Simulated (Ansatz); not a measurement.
# C: the cost of one run

Program: Ansatz 0.2.0. Level of theory: DFT PBE, scalar-relativistic, plane waves, PAW. These are calculated values, not measurements.

## (1) The structure to begin with

Symmetry: Fmmm, No. 69, orthorhombic system. Conventional cell: a = 2.456 Å, b = 4.254 Å, c = 6.696 Å, α = 90.00°, β = 90.00°, γ = 90.00°. C (site symmetry m2m) has 3 C at 1.42 Å in its first shell of neighbours.

Structure file:

```
CELL_PARAMETERS angstrom
0.00000 -4.25400 -6.69600
-4.91200 4.25400 -6.69600
4.91200 4.25400 -6.69600
ATOMIC_POSITIONS crystal
C 0.66667 0.79167 0.04167
C 0.41666 0.79167 0.29167
C 0.16666 0.79167 0.54167
C 0.91667 0.79167 0.79167
C 0.41666 0.54167 0.04167
C 0.16666 0.54167 0.29167
C 0.91666 0.54167 0.54167
C 0.66666 0.54167 0.79167
C 0.16666 0.29167 0.04167
C 0.91667 0.29167 0.29167
C 0.66667 0.29167 0.54167
C 0.41667 0.29167 0.79167
C 0.91667 0.04167 0.04167
C 0.66667 0.04167 0.29167
C 0.41667 0.04167 0.54167
C 0.16667 0.04167 0.79167
C 0.16666 0.79167 0.04167
C 0.91667 0.79167 0.29167
C 0.66667 0.79167 0.54167
C 0.41667 0.79167 0.79167
C 0.91666 0.54167 0.04167
C 0.66666 0.54167 0.29167
C 0.41666 0.54167 0.54167
C 0.16666 0.54167 0.79167
C 0.66667 0.29167 0.04167
C 0.41667 0.29167 0.29167
C 0.16667 0.29167 0.54167
C 0.91667 0.29167 0.79167
C 0.41667 0.04167 0.04167
C 0.16667 0.04167 0.29167
C 0.91667 0.04167 0.54167
C 0.66667 0.04167 0.79167
C 0.33334 0.95833 0.20833
C 0.08333 0.95833 0.45833
C 0.83333 0.95833 0.70833
C 0.58333 0.95833 0.95833
C 0.08334 0.70833 0.20833
C 0.83333 0.70833 0.45833
C 0.58333 0.70833 0.70833
C 0.33333 0.70833 0.95833
C 0.83333 0.45833 0.20833
C 0.58333 0.45833 0.45833
C 0.33333 0.45833 0.70833
C 0.08333 0.45833 0.95833
C 0.58333 0.20833 0.20833
C 0.33333 0.20833 0.45833
C 0.08333 0.20833 0.70833
C 0.83333 0.20833 0.95833
C 0.83333 0.95833 0.20833
C 0.58333 0.95833 0.45833
C 0.33333 0.95833 0.70833
C 0.08333 0.95833 0.95833
C 0.58333 0.70833 0.20833
C 0.33333 0.70833 0.45833
C 0.08333 0.70833 0.70833
C 0.83333 0.70833 0.95833
C 0.33333 0.45833 0.20833
C 0.08333 0.45833 0.45833
C 0.83333 0.45833 0.70833
C 0.58333 0.45833 0.95833
C 0.08333 0.20833 0.20833
C 0.83333 0.20833 0.45833
C 0.58333 0.20833 0.70833
C 0.33333 0.20833 0.95833
```

The runs take a perfect supercell of 64 atoms; the defect goes to fractional position (0.667, 0.792, 0.042).

## (2) The perfect supercell

Input file input.yaml:

```yaml
crystal:
  lattice:
    - [0.0, -4.254, -6.696]
    - [-4.912, 4.254, -6.696]
    - [4.912, 4.254, -6.696]
  atoms:
    - { symbol: C, position: [0.666665, 0.791668, 0.041668] }
    - { symbol: C, position: [0.416665, 0.791668, 0.291668] }
    - { symbol: C, position: [0.166665, 0.791668, 0.541668] }
    - { symbol: C, position: [0.916665, 0.791668, 0.791668] }
    - { symbol: C, position: [0.416664, 0.541667, 0.041668] }
    - { symbol: C, position: [0.166664, 0.541667, 0.291668] }
    - { symbol: C, position: [0.916664, 0.541667, 0.541668] }
    - { symbol: C, position: [0.666664, 0.541667, 0.791668] }
    - { symbol: C, position: [0.166665, 0.291668, 0.041668] }
    - { symbol: C, position: [0.916665, 0.291668, 0.291668] }
    - { symbol: C, position: [0.666665, 0.291668, 0.541668] }
    - { symbol: C, position: [0.416665, 0.291668, 0.791668] }
    - { symbol: C, position: [0.916665, 0.041668, 0.041668] }
    - { symbol: C, position: [0.666665, 0.041668, 0.291668] }
    - { symbol: C, position: [0.416665, 0.041668, 0.541668] }
    - { symbol: C, position: [0.166665, 0.041668, 0.791668] }
    - { symbol: C, position: [0.166665, 0.791668, 0.041668] }
    - { symbol: C, position: [0.916665, 0.791668, 0.291668] }
    - { symbol: C, position: [0.666665, 0.791668, 0.541668] }
    - { symbol: C, position: [0.416665, 0.791668, 0.791668] }
    - { symbol: C, position: [0.916664, 0.541667, 0.041668] }
    - { symbol: C, position: [0.666664, 0.541667, 0.291668] }
    - { symbol: C, position: [0.416664, 0.541667, 0.541668] }
    - { symbol: C, position: [0.166664, 0.541667, 0.791668] }
    - { symbol: C, position: [0.666665, 0.291668, 0.041668] }
    - { symbol: C, position: [0.416665, 0.291668, 0.291668] }
    - { symbol: C, position: [0.166665, 0.291668, 0.541668] }
    - { symbol: C, position: [0.916665, 0.291668, 0.791668] }
    - { symbol: C, position: [0.416665, 0.041668, 0.041668] }
    - { symbol: C, position: [0.166665, 0.041668, 0.291668] }
    - { symbol: C, position: [0.916665, 0.041668, 0.541668] }
    - { symbol: C, position: [0.666665, 0.041668, 0.791668] }
    - { symbol: C, position: [0.333335, 0.958332, 0.208332] }
    - { symbol: C, position: [0.083334, 0.958332, 0.458333] }
    - { symbol: C, position: [0.833335, 0.958332, 0.708332] }
    - { symbol: C, position: [0.583335, 0.958332, 0.958332] }
    - { symbol: C, position: [0.083335, 0.708332, 0.208332] }
    - { symbol: C, position: [0.833334, 0.708332, 0.458333] }
    - { symbol: C, position: [0.583335, 0.708332, 0.708332] }
    - { symbol: C, position: [0.333335, 0.708332, 0.958332] }
    - { symbol: C, position: [0.833335, 0.458332, 0.208332] }
    - { symbol: C, position: [0.583334, 0.458332, 0.458333] }
    - { symbol: C, position: [0.333335, 0.458332, 0.708332] }
    - { symbol: C, position: [0.083335, 0.458332, 0.958332] }
    - { symbol: C, position: [0.583335, 0.208332, 0.208332] }
    - { symbol: C, position: [0.333334, 0.208332, 0.458333] }
    - { symbol: C, position: [0.083335, 0.208332, 0.708332] }
    - { symbol: C, position: [0.833335, 0.208332, 0.958332] }
    - { symbol: C, position: [0.833335, 0.958332, 0.208332] }
    - { symbol: C, position: [0.583334, 0.958332, 0.458333] }
    - { symbol: C, position: [0.333335, 0.958332, 0.708332] }
    - { symbol: C, position: [0.083335, 0.958332, 0.958332] }
    - { symbol: C, position: [0.583335, 0.708332, 0.208332] }
    - { symbol: C, position: [0.333334, 0.708332, 0.458333] }
    - { symbol: C, position: [0.083335, 0.708332, 0.708332] }
    - { symbol: C, position: [0.833335, 0.708332, 0.958332] }
    - { symbol: C, position: [0.333335, 0.458332, 0.208332] }
    - { symbol: C, position: [0.083334, 0.458332, 0.458333] }
    - { symbol: C, position: [0.833335, 0.458332, 0.708332] }
    - { symbol: C, position: [0.583335, 0.458332, 0.958332] }
    - { symbol: C, position: [0.083335, 0.208332, 0.208332] }
    - { symbol: C, position: [0.833334, 0.208332, 0.458333] }
    - { symbol: C, position: [0.583335, 0.208332, 0.708332] }
    - { symbol: C, position: [0.333335, 0.208332, 0.958332] }
basis:
  ecutwfc: 420
  fft_grid_basis: typed
kpoints:
  mp_grid: { grid: [2, 2, 2] }
hamiltonian:
  xc: pbe
  pseudopotentials: { kind: paw }
scf:
  occupations: { method: gaussian, width: 0.05 }
output:
  forces: true
  stress: false
  eigenvalues: true
  bader: false
  write_density: true
  volumetric_format: npy
```

Run with:

```bash
$ ansatz run input.yaml --threads 4 --pin off --max-ram 10240MiB --backend cpu --events-out ev --progress --plain --runs-dir out
```

Q: Estimate wall time and peak memory on 4 threads of Arm Neoverse V1, shared host.

About 9.2 s, with a peak of 2.4 GiB.
